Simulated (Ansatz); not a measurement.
BeO (wurtzite)

```yaml
crystal:
  lattice:
    - [2.71166, 0.00000, 0.00000]
    - [-1.35583, 2.34837, 0.00000]
    - [0.00000, 0.00000, 4.40429]
  atoms:
    - { symbol: Be, position: [0.66667, 0.33333, 0.00149] }
    - { symbol: Be, position: [0.33333, 0.66667, 0.50149] }
    - { symbol: O, position: [0.66667, 0.33333, 0.62371] }
    - { symbol: O, position: [0.33333, 0.66667, 0.12371] }
```

E(V) scan at fixed shape, V₀ the volume above. The atoms relax within the cell's symmetry.

The numbers are results of PBE (plane waves to 420 eV, PAW, scalar-relativistic; Ansatz, a program for electronic structure), not measurements. k mesh 14×14×8 (Γ-centred), Fermi-Dirac smearing 0.05 eV. E stands for the smeared free energy. Compression counts positive. With the shape held, the modulus is that of even scaling; a crystal free to change shape is softer. BeO was relaxed with its symmetry unable to fall. The PAW data are Ansatz's earlier set. The zero of ΔE is the relaxed starting cell.

```tsv
V (Å³/atom)	ΔE (meV/atom)
5.890	153.8
6.114	92.9
6.339	49.4
6.563	20.8
6.787	4.9
7.012	0.0
7.236	4.5
7.460	17.0
7.685	36.5
7.909	withheld
8.133	92.6
```

Problem. Fit a third-order Birch-Murnaghan form (E₀, V₀, B₀, B₀′ free) to the given rows and predict ΔE at V = 7.909.

Solution. Least squares on the 10 given rows: ΔE = E₀ + (9V₀B₀/16)·y²·[2 + (B₀′ − 4)y], y = (V₀/V)^(2/3) − 1, with V₀ = 7.012 Å³/atom, B₀ = 209.3 GPa (160.2 GPa = 1 eV/Å³; the term in eV is multiplied by 1000), B₀′ = 3.72, E₀ = 0.00 meV/atom; root-mean-square residual 0.07 meV/atom. At 7.909 the fit gives 61.9 meV/atom; the calculation gives 62.0 meV/atom, so the interpolation is off by -0.1 (-0.2 %). For the pressure the fit gives -20.1 GPa against the computed -20.1 GPa.

(Under strain, the slope of the energy per volume gives the stress and its curvature an elastic modulus.)
